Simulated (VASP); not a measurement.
**CdTe4: single point with PBE**

CdTe4:

```
CELL_PARAMETERS angstrom
5.81128 0.00000 0.00000
0.00000 5.81128 0.00000
0.00000 0.00000 5.81128
ATOMIC_POSITIONS crystal
Cd 0.00000 0.00000 0.00000
Te 0.00000 0.50000 0.50000
Te 0.50000 0.00000 0.50000
Te 0.50000 0.50000 0.00000
Te 0.50000 0.50000 0.50000
```

The cell was built by a generator and needn't be a form met in nature.

The cell isn't the ideal one: random cell by space group and Wyckoff sites (Pm-3m, No. 221).

* Program: VASP 6.6.1
* Task: single point
* Functional: PBE
* Potentials or basis: VASP PAW PBE potentials, release 64 (Cd, Te)
* Cutoff: 520 eV
* k mesh: 4 × 4 × 4
* Occupations: gaussian, width 0.1 eV
* Spin: no spin polarisation

| Item | Value |
| --- | --- |
| Pressure | 0.2 GPa |
| Band gap on the k mesh | none (metal or under the smearing width) |

Levels at points of the mesh, in eV from the Fermi level:
```tsv
k point	band 15	band 16	band 17	band 18	band 19	band 20	band 21	band 22
(0.00, 0.00, 0.00)	-0.66	-0.66	-0.50	-0.50	-0.50	4.35	4.35	4.35
(0.50, 0.00, 0.00)	-1.10	-0.79	-0.50	-0.47	-0.47	1.36	3.11	4.35
(0.50, 0.50, 0.00)	-1.10	-0.97	-0.28	-0.28	-0.03	0.07	0.58	3.31
(0.50, 0.50, 0.50)	-0.95	-0.94	-0.94	-0.94	0.59	0.59	0.59	0.63
```

Run time: 25 s on 1 thread of Intel(R) Xeon(R) 6975P-C (Granite Rapids), on a shared host, peak memory 0.33 GiB.

Spin-orbit coupling is left out, which matters for the levels of Te.
